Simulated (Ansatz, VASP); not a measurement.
# C in VASP and in Ansatz

The input INCAR:

```
SYSTEM = C
ALGO = Fast
EDIFF = 1E-7
EDIFFG = -0.01
ENCUT = 900
GGA = PE
IBRION = 2
ISIF = 3
ISMEAR = -1
LASPH = .True.
LCHARG = .False.
LREAL = .False.
LWAVE = .False.
NELM = 60
NSW = 40
PREC = Accurate
SIGMA = 0.05
```

The input KPOINTS:

```
k-points
0
Gamma
  13 13 8
  0 0 0
```

POSCAR

```
C
1.0
    2.1273203072     -1.2282824400      0.0000000000
    2.1273203072      1.2282824400      0.0000000000
   -1.3790696309      0.0000000000      3.5028300786
C
2
Direct
    0.1666444700      0.1666444700      0.9999069600
    0.8333555300      0.8333555300      0.0000930400
```

Contents of input.yaml:

```yaml
crystal:
  lattice:
    - [2.1273203072, -1.22828244, 0.0]
    - [2.1273203072, 1.22828244, 0.0]
    - [-1.3790696309, 0.0, 3.5028300786]
  atoms:
    - { symbol: C, position: [0.16664447, 0.16664447, 0.99990696] }
    - { symbol: C, position: [0.83335553, 0.83335553, 9.304e-05] }
hamiltonian:
  xc: pbe
  pseudopotentials: { kind: paw }
kpoints:
  mp_grid: { grid: [13, 13, 8] }
scf:
  occupations: { method: fermi_dirac, width: 0.05 }
output:
  forces: true
  stress: true
  eigenvalues: true
  write_density: true
  write_potential: true
  elf: true
  volumetric_format: npy
relax:
  f_tol: 0.01
  max_steps: 40
  cell: { stress_tol: 0.05 }
```

This is a stacking variant of graphite.

Alike in both runs: task relaxation of cell and atoms; functional PBE; k mesh 13 × 13 × 8; occupations fermi-dirac, width 0.05 eV; no spin polarisation.

|  | VASP | Ansatz |
| --- | --- | --- |
| version | VASP 6.6.1 | Ansatz 0.2.0 |
| potentials or method | VASP PAW PBE potentials, release 64 (C_GW) | Ansatz PAW |
| plane-wave cutoff (eV) | 900 | 420 |
| valence electrons in the cell | 8 | 8 |

Ansatz gave:

| Quantity | Value |
| --- | --- |
| gap on the k mesh at the Fermi level, each at its own relaxed structure (eV) | 1.37 |
| relaxed volume (Å³/atom) | 11.27 |
| relaxed cell length with the largest relative difference (Å) | 4.505 |
| energy change over the relaxation (meV/atom) | -10 |

Q: What did VASP give for the same quantities?

A: gap on the k mesh at the Fermi level, each at its own relaxed structure (eV): 1.35; relaxed volume (Å³/atom): 11.00; relaxed cell length with the largest relative difference (Å): 4.406; energy change over the relaxation (meV/atom): -9.

Caveats: the volume moved by over 15 % at a fixed basis, so the end points are rough; this functional lacks dispersion, which binds the layers, so the pressure and a relaxed spacing across them are unreliable, and here the layers came unbound; an odd mesh through Γ misses points on the zone boundary, where band edges often lie (VASP); odd divisions of the mesh miss points on the zone boundary, where band edges often lie, so the gap on the mesh can be too wide (Ansatz); the plane-wave basis is chosen anew once the cell has moved, so the energies of steps on either side of that aren't comparable (Ansatz); the pressure holds a Pulay correction of +0.4 GPa for the finite cutoff (Ansatz). PBE gaps usually lie below the measured ones, often by a third to a half.
